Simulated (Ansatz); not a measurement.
## NbN: the change of pressure with volume scale

Results calculated with Ansatz 0.2.0, not measured. Periodic Kohn-Sham DFT of a crystal at fixed atoms, scaled to volume_scale times the given cell; pressure positive in compression, energy less spherical unpolarised free atoms, largest_vzz the field gradient of largest size among the nuclei.

The cell before it is scaled or strained (space group Fm-3m, No. 225):
```
NbN
1.0
      0.0000     2.1945     2.1945
      2.1945     0.0000     2.1945
      2.1945     2.1945     0.0000
Nb N
1 1
Direct
  0.50000 0.50000 0.50000
  0.00000 0.00000 0.00000
```

Settings of every row: method frozen-core PAW; functional LDA; relativity scalar; k mesh 13x13x13; filling fermi-dirac; smearing width 0.08 eV; wave cutoff 420 eV; paw set soft_2.

Atom start moment: 0 on all atoms.

Limits: PAW files made with PBE.

```csv
row,volume scale,V (Å³/atom),pressure (GPa)
1,0.94,9.934,14.852
2,0.9405,9.94,14.632
3,0.96,10.146,6.517
4,0.98,10.357,-0.95
5,0.99,10.463,-4.384
6,1,10.568,-7.636
7,1.01,10.674,-10.714
8,1.02,10.78,-13.625
9,1.04,10.991,?
10,1.06,11.202,-23.791
```

Question: what pressure should row 9 give?

Worked fit of pressure. Take u = (V_r/V)^(2/3) − 1 with V_r = 10.463 Å³ an atom, which is twice the finite (Eulerian) strain; such expansions in the strain, on which the Birch-Murnaghan equation of state is built, carry the rest volume and the bulk modulus. The shown rows have u = 0.03519, 0.03478, 0.02072, 0.00681, 0, -0.00663, -0.01322, -0.0197, -0.04448. Least squares give pressure = −4.3852 + 497.878 × u + 1390.67 × u² GPa; a straight line predicts inner rows, each left out in turn, worse (root mean square 0.87 against 0.023 GPa). The rows lie off it by -0.005, 0.019, -0.011, -0.020, 0.001, -0.011, 0.010, 0.029, -0.012 (root mean square 0.015 GPa). The pressure vanishes at u = 0.0086, or V = 10.33 Å³ an atom, and there the bulk modulus at fixed shape and fractions is B = −V dP/dV = (2/3)(1 + u) dP/du = 351 GPa. The withheld row has u = -0.03229, so the fit gives −4.3852 + 497.878 × (-0.03229) + 1390.67 × (-0.03229)² = -19.012 GPa.

The calculation gave -18.989 GPa. The fit lies 0.023 GPa (0.06 % of the column's range) below it; its largest miss of a shown row is 0.029 GPa.
